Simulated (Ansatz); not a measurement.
**Sc: equation of state**

An exercise on one series of results from a longer session: the logs are not shown, and one member is left open.

This is Sc in the fcc structure; at room conditions it is hcp.

Computed with Ansatz 0.2.0 (DFT LDA, scalar-relativistic, unless a step's input says otherwise).

**The starting structure**

It takes space group Fm-3m (No. 225, cubic). The conventional cell has a = 4.654 Å, b = 4.654 Å, c = 4.654 Å, α = 90.00°, β = 90.00°, γ = 90.00°. Around Sc (site symmetry m-3m) lie 12 Sc at 3.29 Å.

Coordinates:

```
Sc
1.0
     0.00000    2.32685    2.32685
     2.32685    0.00000    2.32685
     2.32685    2.32685    0.00000
Sc
1
Direct
  0.00000 0.00000 0.00000
```

The cell is one relaxed in the Materials Project, used as it stands.

The first run:

Contents of input.yaml:

```yaml
crystal:
  lattice:
    - [0.0, 2.279750287, 2.279750287]
    - [2.279750287, 0.0, 2.279750287]
    - [2.279750287, 2.279750287, 0.0]
  atoms:
    - { symbol: Sc, position: [0.0, 0.0, 0.0] }
kpoints:
  mp_grid: { grid: [13, 13, 13] }
scf:
  occupations: { method: fermi_dirac, width: 0.08 }
hamiltonian:
  xc: lda
  pseudopotentials: { kind: all_electron, lapw: { basis_error: 0.00025 } }
output:
  forces: true
  stress: true
  eigenvalues: true
```

Among the steps run: Volume × 0.9405, LAPW; Volume × 0.9405, PAW; Volume × 0.9405, crystal datasets; Volume × 0.98, LAPW; Volume × 0.98, PAW; Volume × 1.02, LAPW; Volume × 1.02, PAW; Volume × 1.06, LAPW; Volume × 1.06, PAW; Volume × 1.06, crystal datasets.

One table of the session follows, with a row left open; its other results are not shown here.

It belongs to the step «Fits». 

| method | volume (Å³/atom) | pressure (GPa) |
| --- | --- | --- |
| LAPW | 23.697 | -2.93 |
| LAPW | 24.692 | -4.78 |
| LAPW | 25.196 | -5.59 |
| LAPW | 25.700 | -6.33 |
| LAPW | 26.708 | -7.61 |
| PAW | 23.697 | -2.94 |
| PAW | 24.692 | -4.78 |
| PAW | 25.196 | -5.59 |
| PAW | 25.700 | -6.33 |
| PAW | 26.708 | ? |
| crystal datasets | 23.697 | -2.93 |
| crystal datasets | 25.196 | -5.59 |
| crystal datasets | 26.708 | -7.61 |

Q: Estimate the row for PAW, 26.708 from the others.

As computed: pressure (GPa): -7.62. In the column «pressure (GPa)» it is the lowest.

Caveats from the session: Warnings in the runs' records: crystal datasets made.
